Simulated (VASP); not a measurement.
# TePt (R-3m) in VASP: relaxation of cell and atoms with PBEsol+D3(BJ)

Aim: the relaxation of cell and atoms of TePt with PBEsol+D3(BJ).

Program: VASP 6.6.1. These are calculated values, not measurements. Logs are shortened: lines on timing, memory, paths and dates and some standing lists are left out, and cuts for length are marked.

## 1. Starting point

Symmetry: R-3m, No. 166, trigonal system. The conventional cell has a = 3.963 Å, b = 3.963 Å, c = 19.983 Å, α = 90.00°, β = 90.00°, γ = 120.00°. Te (site symmetry 3m) has 3 Pt at 2.59 Å as nearest neighbours. Pt (site symmetry 3m) is surrounded by 3 Te at 2.59 Å and 3 Pt at 2.72 Å.

## 2. Relaxation of cell and atoms, PBEsol+D3(BJ)

INCAR

```
SYSTEM = TePt
ALGO = Normal
EDIFF = 1E-7
EDIFFG = -0.004
ENCUT = 600
GGA = PS
IBRION = 2
ISIF = 3
ISMEAR = 0
IVDW = 12
LASPH = .TRUE.
LCHARG = .FALSE.
LREAL = .FALSE.
LWAVE = .FALSE.
NELM = 80
NSW = 80
PREC = Accurate
SIGMA = 0.1
```

KPOINTS

```
k-points
0
G
  9 9 9
  0 0 0
```

POSCAR

```
TePt
1.0
    1.9815661300      1.1440577400      6.6610334800
   -1.9815661300      1.1440577400      6.6610334800
    0.0000000000     -2.2881154700      6.6610334800
Te Pt
2 2
Direct
    0.5980000000      0.5980000000      0.5980000000
    0.4020000000      0.4020000000      0.4020000000
    0.8703333300      0.8703333300      0.8703333300
    0.1296666700      0.1296666700      0.1296666700
```

Potentials or basis: VASP PAW PBE potentials, release 64 (Te, Pt).

Run with:

```sh
> cat potpaw_PBE.64/Te/POTCAR potpaw_PBE.64/Pt/POTCAR > POTCAR
> mpirun -np 1 vasp_std > vasp.out
```

OUTCAR:

```text
SYSTEM = TePt
   EDIFF = 1E-7
   EDIFFG = -0.004
   ENCUT = 600
   GGA = PS
   IBRION = 2
   ISIF = 3
   ISMEAR = 0
   IVDW = 12
   LASPH = .TRUE.
   LREAL = .FALSE.
   NELM = 80
   NSW = 80
   PREC = Accurate
 IVDW          = 12

 ion  position               nearest neighbor table
   1  0.598  0.598  0.598-   3 2.59   3 2.59   3 2.59   4 3.54   4 3.54   4 3.54   2 3.57   2 3.57
                             2 3.57
   2  0.402  0.402  0.402-   4 2.59   4 2.59   4 2.59   3 3.54   3 3.54   3 3.54   1 3.57   1 3.57
                             1 3.57
   3  0.870  0.870  0.870-   1 2.59   1 2.59   1 2.59   4 2.72   4 2.72   4 2.72   2 3.54   2 3.54
                             2 3.54
   4  0.130  0.130  0.130-   2 2.59   2 2.59   2 2.59   3 2.72   3 2.72   3 2.72   1 3.54   1 3.54
                             1 3.54

  LATTYP: Found a trigonal (rhomboedric) cell.
 ALAT       =     7.0430703150
 COS(alpha) =     0.8416846275

  Lattice vectors:

 A1 = (   1.9815661300,   1.1440577400,   6.6610334800)
 A2 = (  -1.9815661300,   1.1440577400,   6.6610334800)
 A3 = (   0.0000000000,  -2.2881154700,   6.6610334800)

Analysis of symmetry for initial positions (statically):
=====================================================================
 Subroutine PRICEL returns:
 Original cell was already a primitive cell.

 Routine SETGRP: Setting up the symmetry group for a
 trigonal (rhombohedral) supercell.

 Subroutine GETGRP returns: Found 12 space group operations
 (whereof 12 operations were pure point group operations)
 out of a pool of 12 trial point group operations.

The static configuration has the point symmetry D_3d.

Analysis of symmetry for dynamics (positions and initial velocities):
=====================================================================
 Subroutine PRICEL returns:
 Original cell was already a primitive cell.

 Routine SETGRP: Setting up the symmetry group for a
 trigonal (rhombohedral) supercell.

 Subroutine GETGRP returns: Found 12 space group operations
 (whereof 12 operations were pure point group operations)
 out of a pool of 12 trial point group operations.

The dynamic configuration has the point symmetry D_3d.

 Subroutine INISYM returns: Found 12 space group operations
 (whereof 12 operations are pure point group operations),
 and found     1 'primitive' translations

----------------------------------------------------------------------------------------

                                     Primitive cell

  volume of cell :      90.6044

  direct lattice vectors                    reciprocal lattice vectors
     1.981566130  1.144057740  6.661033480     0.252325669  0.145680293  0.050042285
    -1.981566130  1.144057740  6.661033480    -0.252325669  0.145680293  0.050042285
     0.000000000 -2.288115470  6.661033480     0.000000000 -0.291360587  0.050042285

  length of vectors
     7.043070315  7.043070315  7.043070312     0.295626828  0.295626828  0.295626828

[... 89 lines left out ...]
   NFREE  =      1    steps in history (QN), initial steepest desc. (CG)
   ISIF   =      3    stress and relaxation
   ISYM   =      2    0-nonsym 1-usesym 2-fastsym
   POTIM  = 0.5000    time-step for ionic-motion
   TEBEG  =    0.0;   TEEND  =   0.0 temperature during run
   PSTRESS=    0.0 pullay stress
   NELECT =      32.0000    total number of electrons
   NUPDOWN=      -1.0000    fix difference up-down
   EMIN   =  10.00;   EMAX   =-10.00  energy-range for DOS
   EFERMI =   0.00;   METHOD = LEGACY
   ISMEAR =     0;   SIGMA  =   0.10  broadening in eV -4-tet -1-fermi 0-gaus
   EFERMI_NEDOS =   21; number of points for ismear=-14 and -15
   IALGO  =     38    algorithm
   IMIX   =      4    mixing-type and parameters
     AMIX     =   0.40;   BMIX     =  1.00
     AMIX_MAG =   1.60;   BMIX_MAG =  1.00
  volume/ion in A,a.u.               =      22.65       152.86
  Fermi-wavevector in a.u.,A,eV,Ry     =   1.157200  2.186791 18.219718  1.339111
  Thomas-Fermi vector in A             =   2.293813
   LORBIT       =      0    0 simple, 1 ext, 2 COOP (PROOUT), +10 PAW based schemes
   GGA     = PS    functional components
   LHFCALC =     F    Hartree Fock is set to
   AEXX    =    0.0000 exact exchange contribution
   IVDW    =    12    specifies the selected vdW correction
   LEPSILON=     F    determine dielectric tensor
   LRPA    =     F    only Hartree local field effects (RPA)
 conjugate gradient relaxation of ions
 non-spin polarized calculation
 Gauss-broadening in eV      SIGMA  =   0.10
  energy-cutoff  :      600.00
  volume of cell :       90.60
 maximum number of plane-waves:      3046
   NGX = 29   NGY = 29   NGZ = 29

--------------------------------------- Ionic step        1  -------------------------------------------

 number of electron      31.9999999 magnetization

 Free energy of the ion-electron system (eV)
  ---------------------------------------------------
  ext. energy  EPLUGINS =         0.00000000
  ---------------------------------------------------
  free energy    TOTEN  =       -22.36021523 eV

  energy without entropy =      -22.35191255  energy(sigma->0) =      -22.35606389

------------------------ aborting loop because EDIFF is reached ----------------------------------------

 Edisp (eV)   -2.19851

 E8    (eV) :    -1.4955
[... 111 lines left out ...]
  FREE ENERGIE OF THE ION-ELECTRON SYSTEM (eV)
  ---------------------------------------------------
  free  energy   TOTEN  =       -24.6026900141 eV

  energy  without entropy=      -24.5946887371  energy(sigma->0) =      -24.59868938

[... ionic steps 4 to 13 ...]

--------------------------------------- Ionic step       14  -------------------------------------------

 number of electron      31.9999999 magnetization

------------------------ aborting loop because EDIFF is reached ----------------------------------------
[... 79 lines left out ...]
--------------------------------------- Ionic step       16  -------------------------------------------

 number of electron      31.9999999 magnetization

 Free energy of the ion-electron system (eV)
  ---------------------------------------------------
  ext. energy  EPLUGINS =         0.00000000
  ---------------------------------------------------
  free energy    TOTEN  =       -22.29954477 eV

  energy without entropy =      -22.28874039  energy(sigma->0) =      -22.29414258

 E-fermi :   9.1652     XC(G=0): -11.3965

 val. band max:        9.1629475923   @ k =  -0.4444   0.3333   0.2222
 cond. band min:       9.1710656347   @ k =   0.3333   0.1111   0.1111
 fundamental gap:      0.0081180423
 Fermi energy:         9.1652281611

 k-point     1 :       0.0000    0.0000    0.0000
  band No.  band energies     occupation
      1      -4.6026      2.00000
      2      -2.5793      2.00000
      3       1.9242      2.00000
      4       3.4762      2.00000
      5       3.4762      2.00000
      6       4.2158      2.00000
[... 541 lines left out ...]
     19      13.3325      0.00000
     20      14.1757      0.00000

 [... further k-points ...]

------------------------ aborting loop because EDIFF is reached ----------------------------------------

 Edisp (eV)   -2.34641

 E8    (eV) :    -1.5964
[... 27 lines left out ...]
  FREE ENERGIE OF THE ION-ELECTRON SYSTEM (eV)
  ---------------------------------------------------
  free  energy   TOTEN  =       -24.6459509147 eV

  energy  without entropy=      -24.6351465341  energy(sigma->0) =      -24.64054872

 reached required accuracy - stopping structural energy minimisation
```

OSZICAR:

```text
N       E                     dE             d eps       ncg     rms          rms(c)
DAV:   1     0.189817111699E+03    0.18982E+03   -0.15607E+04  3400   0.159E+03
DAV:   2    -0.133200971508E+02   -0.20314E+03   -0.19295E+03  4184   0.271E+02
DAV:   3    -0.229482601932E+02   -0.96282E+01   -0.92781E+01  4052   0.573E+01
[... 166 lines left out ...]
DAV:   3    -0.222995470876E+02    0.12087E-04   -0.41707E-05  3720   0.551E-02    0.155E-02
DAV:   4    -0.222995450270E+02    0.20605E-05   -0.87828E-06  3736   0.157E-02    0.651E-03
DAV:   5    -0.222995445667E+02    0.46033E-06   -0.20819E-06  3892   0.102E-02    0.544E-03
DAV:   6    -0.222995447714E+02   -0.20472E-06   -0.35544E-07  3456   0.400E-03    0.282E-03
DAV:   7    -0.222995447727E+02   -0.12824E-08   -0.32481E-08  1816   0.160E-03
  16 F= -.24645951E+02 E0= -.24640549E+02  d E =-.105670E-04
```

CONTCAR:

```text
TePt
   1.00000000000000
     1.9605181708047605    1.1319056949835364    6.3890868063532311
    -1.9605181708047605    1.1319056949835364    6.3890868063532311
    -0.0000000000000000   -2.2638113804796745    6.3890868064225215
  Te              Pt
     2     2
Direct
     0.6019531509177579    0.6019531509177579    0.6019531509177775
     0.3980468490822420    0.3980468490822420    0.3980468490822223
     0.8708776528805541    0.8708776528805541    0.8708776528805425
     0.1291223471194460    0.1291223471194460    0.1291223471194574

  0.00000000E+00  0.00000000E+00  0.00000000E+00
  0.00000000E+00  0.00000000E+00  0.00000000E+00
  0.00000000E+00  0.00000000E+00  0.00000000E+00
  0.00000000E+00  0.00000000E+00  0.00000000E+00
```

Run time: 60 min. Hardware: 1 thread of Intel Xeon Platinum 8488C (Sapphire Rapids), shared host; peak memory 0.6 GiB.

Results:

```yaml
Free_energy: -24.6460 eV
Relaxed_volume: 21.27 Å³/atom
Relaxed_cell: a = 6.778 Å, b = 6.778 Å, c = 6.778 Å, α = 33.62°, β = 33.62°, γ = 33.62°
Space_group_after_relaxing_to_0.05_Å: R-3m (No. 166)
Energy_gained_by_relaxing: 21.8 meV/atom
Ionic_steps: 16
Pressure_after_relaxing: 0.0 GPa
Largest_force_after_relaxing: 0.004 eV/Å
Band_gap_on_the_k_mesh: none (metal or under the smearing width)
Dispersion_energy_per_atom: -0.587 eV
```

Forces in eV/Å, atoms in the order of the input:
```
Te   0.000  0.000  0.000
Te   0.000  0.000  0.000
Pt   0.000  0.000 -0.004
Pt   0.000  0.000  0.004
```

Step by step:
```csv
step,energy change (eV),largest force (eV/Å),pressure (GPa),volume (Å³)
1,0.0000,0.1552,-4.44,90.60
2,0.0974,1.2972,9.86,82.62
3,-0.0440,0.4540,0.00,87.62
4,-0.0628,0.3053,-0.03,86.94
5,-0.0731,0.4328,0.15,85.62
6,-0.0737,0.3664,0.10,85.88
7,-0.0845,0.1633,-0.54,85.62
8,-0.0855,0.0750,-0.78,85.51
9,-0.0787,0.1583,2.09,83.77
10,-0.0870,0.0212,0.04,84.99
11,-0.0871,0.0007,0.00,85.04
12,-0.0872,0.0204,-0.04,85.08
13,-0.0872,0.0088,0.09,85.02
14,-0.0872,0.0117,0.05,85.04
15,-0.0872,0.0103,-0.07,85.11
16,-0.0872,0.0036,0.00,85.07
```

Final structure:
```
Te Pt
1.0
     1.96052    1.13191    6.38909
    -1.96052    1.13191    6.38909
     0.00000   -2.26381    6.38909
Te Pt
2 2
Direct
  0.60195 0.60195 0.60195
  0.39805 0.39805 0.39805
  0.87088 0.87088 0.87088
  0.12912 0.12912 0.12912
```

Caveat: the PAW data sets were made with another functional, which shifts forces and pressure a little; pairwise dispersion overbinds metals, which lowers pressure and volume. Spin-orbit coupling is left out, which matters for the levels of Pt, Te.
